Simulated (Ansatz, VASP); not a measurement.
**Two plane-wave programs on Ta**

```
Ta
1.0
     5.31183    0.00000    0.00000
     0.00000    5.31183    0.00000
     0.00000    0.00000    5.31183
Ta
8
Direct
  0.00000 0.00000 0.00000
  0.50000 0.50000 0.50000
  0.25000 0.00000 0.50000
  0.75000 0.00000 0.50000
  0.50000 0.75000 0.00000
  0.50000 0.25000 0.00000
  0.00000 0.50000 0.75000
  0.00000 0.50000 0.25000
```

Alike in both runs: functional PBE; k mesh 8 × 8 × 8; occupations gaussian, width 0.1 eV; no spin polarisation.

Ansatz relaxed the structure, and its values are those at the end. VASP's run is a single point on that final structure, the one shown.

```csv
,VASP,Ansatz
version,VASP 6.6.1,Ansatz 0.2.0
potentials or method,"VASP PAW PBE potentials, release 64 (Ta_pv)","scalar-relativistic, plane waves, PAW"
plane-wave cutoff (eV),520,420
valence electrons in the cell,88,104
```

VASP gave:

```
gap on the k mesh at the Fermi level (eV) : none
pressure (GPa)                            : 0.1
```

Q: Which values does Ansatz return?

A: gap on the k mesh at the Fermi level (eV): none; pressure (GPa): 0.0.

A gap of «none» marks a metal or a gap that the smearing closes. The two sets of potentials don't hold the same shells in valence.

The runs have no spin-orbit coupling, so splittings on Ta are missing.
